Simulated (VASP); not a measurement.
# Si (P-1) in VASP: further runs, part 3 of 4

VASP 6.6.1. Earlier steps stand in the parts before.

## 5. Core levels, LDA

File INCAR:

```
SYSTEM = Si
PREC = Accurate
ENCUT = 520
EDIFF = 1E-6
ISMEAR = 0
SIGMA = 0.02
LREAL = .FALSE.
LASPH = .TRUE.
NELM = 80
ALGO = Normal
ISIF = 2
LWAVE = .FALSE.
LCHARG = .FALSE.
GGA = CA
ICORELEVEL = 1
```

File KPOINTS:

```
Automatic mesh
0
G
  8 9 8
  0 0 0
```

File POSCAR:

```
Si
1.0
    0.1463142700      2.7349844700      3.4304596800
    2.8398850800      0.3440988000      3.2326751500
    2.9636132600      2.6609281200      0.2203706200
Si
2
Direct
    0.4722123000      0.5743990500      0.4764958900
    0.7777877000      0.6756009500      0.7735041100
```

Potentials or basis: VASP PAW LDA potentials, release 64 (Si).

Launch:

```
$ cat potpaw_LDA.64/Si/POTCAR > POTCAR
$ mpirun -np 1 vasp_std > vasp.out
```

OUTCAR:

```text
SYSTEM = Si
   PREC = Accurate
   ENCUT = 520
   EDIFF = 1E-6
   ISMEAR = 0
   LREAL = .FALSE.
   LASPH = .TRUE.
   NELM = 80
   ISIF = 2
   GGA = CA

 ion  position               nearest neighbor table
   1  0.472  0.574  0.476-   2 2.36   2 2.50   2 2.51   2 2.76
   2  0.778  0.676  0.774-   1 2.36   1 2.50   1 2.51   1 2.76

  LATTYP: Found a triclinic cell.
 ALAT       =     4.3166584156
 B/A-ratio  =     2.1127412787
 C/A-ratio  =     1.7812545367
 COS(alpha) =     0.0092168934
 COS(beta)  =     0.4473501904
 COS(gamma) =     0.8856269339

  Lattice vectors:

 A1 = (   2.8398850800,   0.3440988000,   3.2326751500)
 A2 = (   8.4970691500,   0.6141412500,   3.2552612400)
 A3 = (  -2.6709847200,   2.8090408200,   6.6405487400)

Analysis of symmetry for initial positions (statically):
=====================================================================
 Subroutine PRICEL returns:
 Original cell was already a primitive cell.

 Routine SETGRP: Setting up the symmetry group for a
 triclinic supercell.

 Subroutine GETGRP returns: Found  2 space group operations
 (whereof  1 operations were pure point group operations)
 out of a pool of  2 trial point group operations.

The static configuration has the point symmetry C_1 .
 The point group associated with its full space group is S_2 .

Analysis of symmetry for dynamics (positions and initial velocities):
=====================================================================
 Subroutine PRICEL returns:
 Original cell was already a primitive cell.

 Routine SETGRP: Setting up the symmetry group for a
 triclinic supercell.

 Subroutine GETGRP returns: Found  2 space group operations
 (whereof  1 operations were pure point group operations)
 out of a pool of  2 trial point group operations.

The dynamic configuration has the point symmetry C_1 .
 The point group associated with its full space group is S_2 .

 Subroutine INISYM returns: Found  2 space group operations
[... 117 lines left out ...]
     AMIX_MAG =   1.60;   BMIX_MAG =  1.00
  volume/ion in A,a.u.               =      22.83       154.09
  Fermi-wavevector in a.u.,A,eV,Ry     =   0.916012  1.731012 11.416351  0.839078
  Thomas-Fermi vector in A             =   2.040819
   LORBIT       =      0    0 simple, 1 ext, 2 COOP (PROOUT), +10 PAW based schemes
   GGA     = CA    functional components
   LHFCALC =     F    Hartree Fock is set to
   AEXX    =    0.0000 exact exchange contribution
   IVDW    =     0    specifies the selected vdW correction
   LEPSILON=     F    determine dielectric tensor
   LRPA    =     F    only Hartree local field effects (RPA)
 non-spin polarized calculation
 Gauss-broadening in eV      SIGMA  =   0.02
  energy-cutoff  :      520.00
  volume of cell :       45.67
 maximum number of plane-waves:      1247
 NGX is ok and might be reduce to    36
   NGX = 17   NGY = 17   NGZ = 15

 number of electron       8.0000000 magnetization

 Free energy of the ion-electron system (eV)
  ---------------------------------------------------
  ext. energy  EPLUGINS =         0.00000000
  ---------------------------------------------------
  free energy    TOTEN  =       -10.78751550 eV

  energy without entropy =      -10.78726460  energy(sigma->0) =      -10.78739005

 the core state eigenenergies are
   1-  1s  -1765.7490  2s   -128.6245  2p    -85.5906
   2-  1s  -1765.7490  2s   -128.6245  2p    -85.5906

 E-fermi :   4.8359     XC(G=0):  -9.2197

 val. band max:        4.8293036141   @ k =   0.0000  -0.1111   0.1250
 cond. band min:       4.8394379786   @ k =   0.5000   0.1111   0.3750
 fundamental gap:      0.0101343645
 Fermi energy:         4.8359143910

 k-point     1 :       0.0000    0.0000    0.0000
  band No.  band energies     occupation
      1      -6.5338      2.00000
      2       3.4465      2.00000
      3       3.8464      2.00000
      4       4.6950      2.00000
      5       6.8114      0.00000
      6       6.8743      0.00000
      7       7.6299      0.00000
      8       8.0896      0.00000
[... 276 lines left out ...]
 k-point    27 :      -0.3750    0.3333    0.0000
  band No.  band energies     occupation
      1      -3.6885      2.00000

------------------------ aborting loop because EDIFF is reached ----------------------------------------

  FORCE on cell =-STRESS in cart. coord.  units (eV):
  Direction    XX          YY          ZZ          XY          YZ          ZX
  --------------------------------------------------------------------------------------
  -------------------------------------------------------------------------------------
  Total       -2.7405673     -1.9836736     -4.5323775     -0.1859316     -1.1646685     -1.1306744
  in kB      -96.1479790    -69.5936945   -159.0104836     -6.5230816    -40.8603448    -39.6677218
  external PRESSURE =    -108.2507190 kB  Pullay stress =       0.0000000 kB

 VOLUME and BASIS-vectors are now :
 -----------------------------------------------------------------------------
  energy-cutoff  :      520.00
  volume of cell :       45.67
      direct lattice vectors                 reciprocal lattice vectors
     0.146314270  2.734984470  3.430459680    -0.186697655  0.196080283  0.143141167
     2.839885080  0.344098800  3.232675150     0.186684724 -0.221913332  0.168961286
     2.963613260  2.660928120  0.220370620     0.167752445  0.202968122 -0.168974217

 POSITION                                       TOTAL-FORCE (eV/Angst)
 -----------------------------------------------------------------------------------
      3.11247      2.75706      3.58176        -0.426478      0.722884     -0.719378
      4.32480      4.41795      5.02263         0.426478     -0.722884      0.719378
 -----------------------------------------------------------------------------------
    total drift:                               -0.000000      0.000000     -0.000000

  FREE ENERGIE OF THE ION-ELECTRON SYSTEM (eV)
  ---------------------------------------------------
  free  energy   TOTEN  =       -10.7875155028 eV

  energy  without entropy=      -10.7872646000  energy(sigma->0) =      -10.78739005
```

OSZICAR:

```text
N       E                     dE             d eps       ncg     rms          rms(c)
DAV:   1     0.809416409485E+01    0.80942E+01   -0.32661E+03  4648   0.792E+02
DAV:   2    -0.106363507323E+02   -0.18731E+02   -0.18354E+02  6968   0.810E+01
DAV:   3    -0.109372424230E+02   -0.30089E+00   -0.29964E+00  6320   0.132E+01
DAV:   4    -0.109385645636E+02   -0.13221E-02   -0.13220E-02  7536   0.950E-01
DAV:   5    -0.109385672255E+02   -0.26619E-05   -0.26613E-05  6480   0.308E-02    0.375E+00
DAV:   6    -0.108329895020E+02    0.10558E+00   -0.82745E-02  6208   0.147E+00    0.216E+00
DAV:   7    -0.107880191569E+02    0.44970E-01   -0.12174E-01  6472   0.184E+00    0.185E-01
DAV:   8    -0.107875203108E+02    0.49885E-03   -0.97011E-03  5232   0.714E-01    0.128E-01
DAV:   9    -0.107875143266E+02    0.59842E-05   -0.33307E-04  6600   0.139E-01    0.693E-02
DAV:  10    -0.107875157324E+02   -0.14058E-05   -0.21787E-05  6696   0.317E-02    0.175E-02
DAV:  11    -0.107875155028E+02    0.22957E-06   -0.57945E-06  6632   0.143E-02
   1 F= -.10787516E+02 E0= -.10787390E+02  d E =-.250903E-03
```

Wall time 56 s (1 thread of Intel Xeon 6975P-C (Granite Rapids), shared host); peak memory 0.21 GiB.

What came out:

- Free energy: -10.7875 eV
- Pressure: -10.8 GPa
- Largest force: 1.105 eV/Å
- Band gap on the k mesh: none (metal or under the smearing width)

Forces on the atoms (eV/Å):
```
Si  -0.426  0.723 -0.719
Si   0.426 -0.723  0.719
```

Core levels (eV, on the scale of the bands):
```tsv
atom	levels
1 Si	1s -1765.7, 2s -128.6, 2p -85.6
2 Si	1s -1765.7, 2s -128.6, 2p -85.6
```

Caveat: forces of over 1 eV/Å show positions far from the minimum, so gaps and moduli don't describe the material at rest.

## 6. Phonons, LDA

POSCAR is that of step 5.

File INCAR.step1:

```
SYSTEM = Si
  PREC = Accurate
  ENCUT = 600
  EDIFF = 1E-8
  ISMEAR = 0
  SIGMA = 0.02
  LREAL = .False.
  LASPH = .True.
  NELM = 80
  ALGO = Normal
  ISIF = 3
  LWAVE = .False.
  LCHARG = .False.
  GGA = CA
  IBRION = 2
  NSW = 40
  EDIFFG = -0.002
```

File INCAR.step2:

```
SYSTEM = Si
  PREC = Accurate
  ENCUT = 600
  EDIFF = 1E-8
  ISMEAR = 0
  SIGMA = 0.02
  LREAL = .False.
  LASPH = .True.
  NELM = 80
  ALGO = Normal
  ISIF = 2
  LWAVE = .False.
  LCHARG = .False.
  GGA = CA
  IBRION = 8
  NSW = 1
```

File KPOINTS:

```
Automatic mesh
0
Gamma
  6 7 6
  0 0 0
```

Potentials or basis: VASP PAW LDA potentials, release 64 (Si).

Launch:

```
$ cat potpaw_LDA.64/Si/POTCAR > POTCAR
$ cp INCAR.step1 INCAR
$ mpirun -np 1 vasp_std > vasp.out
$ cp CONTCAR POSCAR
$ cp INCAR.step2 INCAR
$ mpirun -np 1 vasp_std > vasp.out
```

OUTCAR:

```text
SYSTEM = Si
   PREC = Accurate
   ENCUT = 600
   EDIFF = 1E-8
   ISMEAR = 0
   LREAL = .False.
   LASPH = .True.
   NELM = 80
   ISIF = 2
   GGA = CA
   IBRION = 8
   NSW = 1

 ion  position               nearest neighbor table
   1  0.500  0.500  0.500-   2 2.34   2 2.34   2 2.34   2 2.34
   2  0.750  0.750  0.750-   1 2.34   1 2.34   1 2.34   1 2.34

  LATTYP: Found a triclinic cell.
 ALAT       =     6.6227187593
 B/A-ratio  =     0.5773333547
 C/A-ratio  =     0.5764446567
 COS(alpha) =     0.0000233669
 COS(beta)  =     0.2891796640
 COS(gamma) =     0.8659965474

  Lattice vectors:

 A1 = (  -5.4087076886,  -2.7119841756,   2.6928473289)
 A2 = (  -2.7128981695,  -0.0000414871,   2.6943387827)
 A3 = (  -2.6902169874,  -0.0201566211,  -2.7086217006)

Analysis of symmetry for initial positions (statically):
[... 508 lines left out ...]
    -0.11228  9.55758 -0.23733
     9.60777  0.02083  0.00054
    -0.00229  0.26138 -0.06349

 INTERNAL STRAIN TENSOR FOR ION    2 for displacements in x,y,z  (eV/Angst):
          X           Y           Z          XY          YZ          ZX
  --------------------------------------------------------------------------------
  x     0.06468    -0.01331     0.10441     0.26599    -9.71768     0.00243
  y     0.03309    -0.04910    -0.09322    -0.06293     0.24641    -9.53543
  z     0.11228    -0.02083     0.06349    -9.60777    -0.26138     0.23733

 SECOND DERIVATIVES (NOT SYMMETRIZED)
 ------------------------------------
               1X          1Y          1Z          2X          2Y          2Z
  1X   -13.635244   -0.004288   -0.014848   13.635244    0.004288    0.014848
  1Y    -0.004256  -13.608665   -0.001911    0.004256   13.608665    0.001911
  1Z    -0.014739   -0.001791  -13.634276    0.014739    0.001791   13.634276
  2X    13.635244    0.004288    0.014848  -13.635244   -0.004288   -0.014848
  2Y     0.004256   13.608665    0.001911   -0.004256  -13.608665   -0.001911
  2Z     0.014739    0.001791   13.634276   -0.014739   -0.001791  -13.634276

 Eigenvectors and eigenvalues of the dynamical matrix
 ----------------------------------------------------

   1 f  =   15.413284 THz    96.844519 2PiTHz  514.131811 cm-1    63.744192 meV
             X         Y         Z           dx          dy          dz
      2.684971  2.721514  2.703483     0.508109    0.074245    0.486121
      4.026201  4.083487  4.053946    -0.508109   -0.074245   -0.486121
[... 16 lines left out ...]
   5 f  =    0.000000 THz     0.000001 2PiTHz    0.000005 cm-1     0.000001 meV
             X         Y         Z           dx          dy          dz
      2.684971  2.721514  2.703483     0.008944    0.701997    0.084385
      4.026201  4.083487  4.053946     0.008944    0.701997    0.084385

   6 f/i=    0.000000 THz     0.000001 2PiTHz    0.000003 cm-1     0.000000 meV
             X         Y         Z           dx          dy          dz
      2.684971  2.721514  2.703483     0.707050   -0.008903   -0.000874
      4.026201  4.083487  4.053946     0.707050   -0.008903   -0.000874

--------------------------------------------------------------------------------------------------------

 ELASTIC MODULI CONTR FROM IONIC RELAXATION (kBar)
 Direction    XX          YY          ZZ          XY          YZ          ZX
 --------------------------------------------------------------------------------
 XX          -0.0532      0.0144     -0.0321      3.1673      1.9319      0.8611
 YY           0.0144     -0.0090     -0.0056     -0.5944     -0.3645     -1.3825
 ZZ          -0.0321     -0.0056     -0.0704      1.7144      3.1398     -2.7003
 XY           3.1673     -0.5944      1.7144   -275.2852      0.5661      5.0358
 YZ           1.9319     -0.3645      3.1398      0.5661   -281.7287      7.3495
 ZX           0.8611     -1.3825     -2.7003      5.0358      7.3495   -271.5996
 --------------------------------------------------------------------------------
```

OSZICAR.step1:

```text
N       E                     dE             d eps       ncg     rms          rms(c)
DAV:   1     0.102017504374E+02    0.10202E+02   -0.35479E+03  2048   0.891E+02
DAV:   2    -0.105868523454E+02   -0.20789E+02   -0.20347E+02  3032   0.860E+01
[... 181 lines left out ...]
  20 F= -.11905211E+02 E0= -.11905211E+02  d E =-.418012E-05
       N       E                     dE             d eps       ncg     rms          rms(c)
DAV:   1    -0.119052117086E+02   -0.27725E-06   -0.63596E-06  2384   0.151E-02    0.167E-03
DAV:   2    -0.119052116394E+02    0.69234E-07   -0.29500E-07  3064   0.433E-03    0.792E-04
DAV:   3    -0.119052116037E+02    0.35656E-07   -0.12939E-07  2680   0.224E-03    0.171E-04
DAV:   4    -0.119052116043E+02   -0.61971E-09   -0.99273E-09  1480   0.815E-04
  21 F= -.11905212E+02 E0= -.11905212E+02  d E =-.435806E-05
```

Run time: 6.4 min. Hardware: 1 thread of Intel Xeon 6975P-C (Granite Rapids), shared host; peak memory 0.23 GiB.

Results:

* Relaxed volume: 19.72 Å³/atom
* Relaxed cell: a = 3.824 Å, b = 3.818 Å, c = 3.824 Å, α = 59.95°, β = 59.99°, γ = 59.95°
* Space group after relaxing (to 0.05 Å): Fd-3m (No. 227)
* Highest phonon frequency at Γ: 514 cm⁻¹

Step by step:
| step | energy change (eV) | largest force (eV/Å) | pressure (GPa) | volume (Å³) |
| --- | --- | --- | --- | --- |
| 1 | 0.0000 | 1.1686 | -10.87 | 45.67 |
| 2 | -0.6063 | 1.5316 | 5.85 | 36.07 |
| 3 | -0.6088 | 1.5180 | 4.34 | 36.51 |
| 4 | -0.8179 | 0.3190 | 8.26 | 36.05 |
| 5 | -0.8187 | 0.2771 | 8.03 | 36.08 |
| 6 | -1.0087 | 0.2776 | 1.57 | 38.72 |
| 7 | -0.9610 | 1.0409 | -5.40 | 42.20 |
| 8 | -1.0312 | 0.5907 | -1.36 | 40.05 |
| 9 | -1.0888 | 0.4286 | -1.22 | 39.90 |
| 10 | -1.0888 | 0.4200 | -1.24 | 39.90 |
| 11 | -1.1025 | 0.2352 | 0.31 | 39.31 |
| 12 | -1.1042 | 0.1572 | 0.96 | 39.06 |
| 13 | -1.1043 | 0.1455 | 1.10 | 39.00 |
| 14 | -1.1077 | 0.0727 | 0.22 | 39.35 |
| 15 | -1.1077 | 0.0761 | 0.20 | 39.36 |
| 16 | -1.1080 | 0.0151 | -0.11 | 39.49 |
| 17 | -1.1080 | 0.0104 | -0.04 | 39.46 |
| 18 | -1.1080 | 0.0057 | 0.00 | 39.44 |
| 19 | -1.1080 | 0.0070 | 0.02 | 39.43 |
| 20 | -1.1081 | 0.0024 | 0.00 | 39.44 |
| 21 | -1.1081 | 0.0013 | 0.01 | 39.44 |

Final structure:
```cif
data_structure
_symmetry_space_group_name_H-M 'P 1'
_symmetry_Int_Tables_number 1
_cell_length_a 3.8239
_cell_length_b 3.8176
_cell_length_c 3.8239
_cell_angle_alpha 59.946
_cell_angle_beta 59.994
_cell_angle_gamma 59.948
_cell_volume 39.44
loop_
_atom_site_label
_atom_site_type_symbol
_atom_site_fract_x
_atom_site_fract_y
_atom_site_fract_z
_atom_site_occupancy
Si1 Si 0.49991 0.50028 0.49991 1
Si2 Si 0.75009 0.74972 0.75009 1
```

Phonon frequencies in cm⁻¹ (negative: imaginary):
| q point | frequencies |
| --- | --- |
| (0.000, 0.000, 0.000) | 0 0 0 513 514 514 |

(Part 3 of 4 ends here.)
